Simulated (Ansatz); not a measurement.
The system is AlNi.

```
Ni Al
1.0
     2.88100    0.00000    0.00000
     0.00000    2.88100    0.00000
     0.00000    0.00000    2.88100
Ni Al
1 1
Direct
  0.50000 0.50000 0.50000
  0.00000 0.00000 0.00000
```

Base run:

| Quantity | Value |
| --- | --- |
| Program | Ansatz 0.2.0 |
| Functional | PBEsol |
| Potentials or basis | Ansatz PAW |
| Cutoff | 420 eV (not typed: the program's choice for these potentials) |
| k mesh | 8 × 8 × 8 |
| Occupations | fermi-dirac, width 0.05 eV |
| Spin | collinear spin, ferromagnetic start |
| Starting moments | [1.2, 0.0] μB |
| Fixed moment | 1.2 μB |

Its results: pressure 2.6 GPa; site moments Ni +0.85; Al +0.12 μB.

The run is repeated on the same cell with these changes: fixed moment from 1.2 μB to 0.2 μB; moments at the start from [1.2, 0.0] to [0.2, 0.0]. What comes out?

Pressure -3.1 GPa; site moments Ni +0.16; Al +0.01 μB.

Caveats: the total moment is fixed, so each spin has its own Fermi level; the PAW data sets come from PBE, with cores solved anew for the run's functional, which leaves a small shift of forces and pressure; the thresholds are loose for stress.
